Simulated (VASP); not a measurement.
All values below come from PBE GGA, VASP's PBE PAW potentials (set 64) (plane waves; VASP 6.6.1).

A VASP calculation is set up with these files.

### KPOINTS
```
Regular mesh
0
G
9 9 9
0 0 0
```

INCAR:
```
# general
SYSTEM = Li2O
PREC   = Accurate
ENCUT  = 520
LREAL  = .FALSE.
LASPH  = .TRUE.

# electronic loop
EDIFF  = 1E-6
NELM   = 100
ALGO   = Normal

# smearing
ISMEAR = 0
SIGMA  = 0.05

# functional
GGA    = PE

# ions
ISIF   = 2

# output
LWAVE  = .FALSE.
LCHARG = .FALSE.
```

### POSCAR
```
Li2O
1.0
  0.0000000000   2.3100000000   2.3100000000
  2.3100000000   0.0000000000   2.3100000000
  2.3100000000   2.3100000000   0.0000000000
Li O
2 1
Cartesian
  1.1550000000   1.1550000000   1.1550000000
  3.4650000000   3.4650000000   3.4650000000
  0.0000000000   0.0000000000   0.0000000000
```

POTCAR, in this order: Li_sv O_s (PBE.64 set). Program: vasp_std.

Output

File OSZICAR:
```
       N       E                     dE             d eps       ncg     rms          rms(c)
DAV:   1     0.477463716521E+02    0.47746E+02   -0.62244E+03   700   0.128E+03
DAV:   2    -0.104496715741E+02   -0.58196E+02   -0.56171E+02   738   0.283E+02
DAV:   3    -0.161116408307E+02   -0.56620E+01   -0.56326E+01  1362   0.615E+01
DAV:   4    -0.161528420469E+02   -0.41201E-01   -0.41186E-01   858   0.819E+00
DAV:   5    -0.161531296897E+02   -0.28764E-03   -0.28763E-03  1086   0.511E-01    0.907E+00
DAV:   6    -0.143845022020E+02    0.17686E+01   -0.99879E+00   744   0.266E+01    0.190E+01
DAV:   7    -0.143552445456E+02    0.29258E-01   -0.21768E-01   804   0.497E+00    0.114E+01
DAV:   8    -0.143487430083E+02    0.65015E-02   -0.65937E-02   808   0.360E+00    0.395E-01
DAV:   9    -0.143498411120E+02   -0.10981E-02   -0.63770E-03  1046   0.687E-01    0.241E-01
DAV:  10    -0.143507925022E+02   -0.95139E-03   -0.12327E-03   772   0.317E-01    0.107E-01
DAV:  11    -0.143508277953E+02   -0.35293E-04   -0.56084E-05   876   0.638E-02    0.221E-02
DAV:  12    -0.143508301326E+02   -0.23373E-05   -0.11893E-05   756   0.280E-02    0.427E-03
DAV:  13    -0.143508300433E+02    0.89306E-07   -0.48648E-07   580   0.743E-03
   1 F= -.14350830E+02 E0= -.14350830E+02  d E =-.109849E-14
```

**OUTCAR**
```
------------------------ aborting loop because EDIFF is reached ----------------------------------------
  FORCE on cell =-STRESS in cart. coord.  units (eV):
  Direction    XX          YY          ZZ          XY          YZ          ZX
  --------------------------------------------------------------------------------------
  Total        0.0354384      0.0354384      0.0354384      0.0000000      0.0000000      0.0000000
  in kB        2.3031308      2.3031308      2.3031308      0.0000000      0.0000000      0.0000000
  external PRESSURE =       2.3031308 kB  Pullay stress =       0.0000000 kB
  volume of cell :       24.65
      direct lattice vectors                 reciprocal lattice vectors
     0.000000000  2.310000000  2.310000000    -0.216450216  0.216450216  0.216450216
     2.310000000  0.000000000  2.310000000     0.216450216 -0.216450216  0.216450216
     2.310000000  2.310000000  0.000000000     0.216450216  0.216450216 -0.216450216
 POSITION                                       TOTAL-FORCE (eV/Angst)
 -----------------------------------------------------------------------------------
      1.15500      1.15500      1.15500        -0.000000     -0.000000      0.000000
      3.46500      3.46500      3.46500         0.000000      0.000000     -0.000000
      0.00000      0.00000      0.00000        -0.000000      0.000000     -0.000000
 -----------------------------------------------------------------------------------
    total drift:                               -0.000000      0.000000      0.000000
  FREE ENERGIE OF THE ION-ELECTRON SYSTEM (eV)
  ---------------------------------------------------
  free  energy   TOTEN  =       -14.3508300433 eV

  energy  without entropy=      -14.3508300433  energy(sigma->0) =      -14.35083004
```
(Selected blocks of OUTCAR.)

The compound is Li2O in the antifluorite structure. The cell was not relaxed at this level. The run is one of a series of settings (POTCAR Li_sv O_s (PBE.64 set) against the base run), some of them coarse on purpose.
